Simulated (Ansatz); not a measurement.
## AgI: frozen-core PAW against all-electron methods

```xyz
4
Lattice="4.5952 0.0000 0.0000 -2.2976 3.9796 0.0000 0.0000 0.0000 7.5350" Properties=species:S:1:pos:R:3 pbc="T T T"
Ag    0.0000    2.6531    0.0000
Ag    2.2976    1.3265    3.7675
I     0.0000    2.6531    2.8256
I     2.2976    1.3265    6.5931
```

Atom numbers follow the list: Ag1, Ag2, I3, I4.

The cell is COD entry 1011050, as deposited and not checked against the literature; nothing was relaxed. It is an old determination, and later ones may differ. The listed cell was then made from it by scaling, straining or moving an atom.

No spin–orbit coupling, which matters for the heavy atoms here.

Levels of theory: DFT, PBE, PAW with Ansatz's default frozen-core files, scalar-relativistic (Ansatz 0.2.0); DFT, PBE, all-electron PAW with datasets made for the crystal, scalar-relativistic (Ansatz 0.2.0); DFT, PBE, all-electron LAPW, scalar-relativistic (Ansatz 0.2.0).

For PAW: a Γ-centred 8×8×4 k mesh, Fermi–Dirac smearing of 0.01 eV, cutoff 420 eV, no spin polarisation. The crystal-made all-electron datasets (AE datasets) take a cutoff of 240 eV at this cell. LAPW targets a basis error of 0.5 meV/atom. The Ansatz runs share mesh, smearing and spin set-up. Plane-wave (PAW) pressures include the program's estimate of the Pulay term.

Stress and pressure are positive in compression.

The change that made this cell: volume scaled by 1.01.

Spin–orbit coupling is left out, which moves gradients at and beside heavy atoms by some per cent and at worst by a factor of two.

```tsv
quantity	PAW	AE datasets	LAPW
pressure (GPa)	1.67	1.68	1.68
stress xx (GPa)	1.71	1.72	1.72
stress zz (GPa)	1.57	1.58	1.59
force on Ag1, z (eV/Å)	0.019	0.019	0.019
force on I3, z (eV/Å)	-0.019	-0.019	-0.019
band gap (eV)	1.364	1.364	1.364
field gradient Vzz at Ag1 (10²¹ V/m²)	0.15	0.15	–
field gradient Vzz at I3 (10²¹ V/m²)	0.39	0.39	–
```
